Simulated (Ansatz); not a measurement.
# AlPt under changes of volume

One of the cells (14.774 Å³/atom); the others are scaled copies at fixed shape and fractional positions:

```
Pt Al
1.0
     3.09155    0.00000    0.00000
     0.00000    3.09155    0.00000
     0.00000    0.00000    3.09155
Pt Al
1 1
Direct
  0.50000 0.50000 0.50000
  0.00000 0.00000 0.00000
```

Measurements of this composition are mostly on another form, of space group No. 198.

- Program: Ansatz 0.2.0
- Functional: LDA
- Potentials or basis: all-electron LAPW, scalar-relativistic
- Cutoff: 230 eV (chosen from the basis error)
- Basis error allowed: 0.001 eV/atom
- k mesh: 9 × 9 × 9
- Occupations: fermi-dirac, width 0.05 eV
- Spin: no spin polarisation

```tsv
volume (Å³/atom)	energy over the lowest point (meV/atom)	pressure (GPa)
13.888	0.00	2.2
14.183	0.16	-2.3
14.478	8.11	-6.2
14.774	22.95	-9.8
15.069	43.90	-12.9
15.365	70.24	-15.6
15.660	?	?
```

Problem. What does the run at 15.660 Å³/atom give?

Solution. Energy over the lowest point 101.35 meV/atom; pressure -18.0 GPa.

Worked out: A Birch-Murnaghan fit of order 3 (a polynomial in V^(-2/3)) to the other rows has its minimum at 14.03 Å³/atom with B0 = V·E''(V) = 214 GPa and B' = 4.9. It gives 101.26 meV/atom at 15.660 Å³/atom, against the run's 101.35, and -dE/dV = -18.0 GPa, against -18.0.

Energies are extrapolated to zero smearing.
